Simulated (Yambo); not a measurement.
## HfN: optical spectrum with PBEsol

HfN:

```
Hf N
1.0
     0.00000    2.45482    2.45482
     2.45482    0.00000    2.45482
     2.45482    2.45482    0.00000
Hf N
1 1
Direct
  0.00000 0.00000 0.00000
  0.25000 0.25000 0.25000
```

The cell comes from a database or a generator and needn't be the stable form of this composition.

- Program: Yambo 5.3.0
- Task: optical spectrum
- Functional: PBEsol
- Potentials or basis: PseudoDojo 0.4.1 SR PBEsol standard
- Cutoff: 1143 eV
- Density cutoff: 4572 eV
- k mesh: 18 × 18 × 18
- Occupations: fermi-dirac, width 0.05 eV
- Spin: no spin polarisation
- k mesh of the self-consistent run: 18 × 18 × 18
- Direction of the field or of q to 0: y
- Broadening: 0.3 eV
- Kernel: Hartree (RPA with local fields)
- Top of the energy range: 20 eV
- Energy points: 300
- Correction of the levels: none
- Bands in the response: 34
- Cutoff of the response matrix: 4 Ry

```
Band gap on the k mesh, mean-field level : none (metal or under the smearing width)
```

Dielectric function (along the field direction of the input):
```csv
energy (eV),real part,imaginary part
0.27,9.07,0.14
0.74,9.49,0.49
1.27,10.64,1.64
1.74,11.13,4.65
2.27,7.49,7.09
2.74,4.74,6.46
3.28,3.10,4.21
3.75,3.94,2.40
4.28,5.40,2.03
4.82,6.71,2.62
5.28,7.89,4.03
5.82,7.85,7.29
6.29,5.10,9.45
6.82,1.85,9.50
7.29,-0.21,8.08
7.83,-2.01,6.34
8.36,-1.74,3.65
8.83,-0.56,2.59
9.36,0.62,2.74
9.83,0.98,3.52
10.37,-0.07,4.07
10.84,-0.44,3.42
11.37,-0.75,3.27
11.84,-1.16,2.74
12.37,-1.27,1.95
12.91,-0.86,1.29
13.38,-0.46,1.08
13.91,-0.01,1.06
14.38,0.10,1.31
14.92,-0.08,1.43
15.38,-0.25,1.18
15.92,-0.12,0.86
16.45,0.09,0.80
16.92,0.15,0.77
17.46,0.24,0.74
17.93,0.32,0.74
18.46,0.32,0.74
18.93,0.33,0.71
19.46,0.35,0.67
20.00,0.37,0.63
```

Run time: 5.1 min on 1 thread of Arm Neoverse V2, on a shared host.

Caveat: the intraband (Drude) term of the metal is left out; the ground state has no gap, which makes the many-body step unreliable; these spectra lack excitons. The run has no spin-orbit coupling, so splittings on Hf are missing.
